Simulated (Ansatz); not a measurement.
# Force difference against the spacing of support functions in 1T-MgBr2 antidot lattice, bare edges (29 atoms)

The cell holds 29 atoms: 11 Mg and 18 Br. Its edges and angles: a = 11.460 Å, b = 13.233 Å, c = 15.000 Å, α = 90.0°, β = 90.0°, γ = 90.0°. It derives from MgBr2 (1T-MgBr2). 1T-MgBr2 (a = 3.82 Å), rectangular cell with x along the zigzag direction; 3 x 2 cells with a hole of radius 2.5 Å, 12 Å of vacuum; not relaxed, displaced by a Gaussian of 0.02 Å. Vacuum lies along c.

Calculated with Ansatz 0.2.0: Kohn-Sham DFT, PBE, PAW (set soft_2), localised support functions (medium), with the spacing typed; the reference is Kohn-Sham DFT, PBE, PAW (set soft_2), plane waves, cutoff 420 eV, Γ point, gaussian smearing of 0.025 eV, with an r.m.s. force component of 0.184 eV/Å.

| spacing (Å) | r.m.s. force difference (meV/Å) | time |
| --- | --- | --- |
| 0.263 | 0.639 | 43 s |
| 0.297 | 1.805 | 35 s |
| 0.343 | ? | ? |
| 0.411 | 80.76 | 25 s |

Task: Fit a power law of the spacing to the rows given and interpolate to the withheld row.

**Working.**

A power law y = A x^b is a line in u = ln x and v = ln y.

```
 u = ln x   v = ln y
 -1.33560  -0.447851
 -1.21402   0.590561
-0.889162    4.39147
```

With n = 3: mean u = -1.14626, mean v = 1.51139, Σ(u − ū)² = 0.10654, Σ(u − ū)(v − v̄) = 1.1738. Slope b = 1.1738 / 0.10654 = 11.018; intercept a = v̄ − b ū = 14.140.

At the withheld row u = -1.070, v = a + b u = 2.351, and y = exp(v).

Prediction at 0.343: 10.50 meV/Å. The run gave 3.644 meV/Å, so the fit is high by 6.9 meV/Å (188 % of the value).

The fitted exponent is 11. Between neighbouring rows, the withheld one included, the exponents are 8.5, 4.9 and 17, so one power law doesn't hold over the range. Among the rows given, the largest relative miss of the fit is at 0.297, by 0.34 meV/Å (19 %).

Limits: The difference holds the reference's own basis error, which sets a floor under it.

[Logs are printed without paths, hosts, clocks, repeated set-up lines and the standing remarks that a program may print on its own settings, such as how far it seeks lower states.]

[Hosts, paths, dates, database ids (printed as entryN), source tags and the programs' standing remarks are cut or masked in the printed files.]
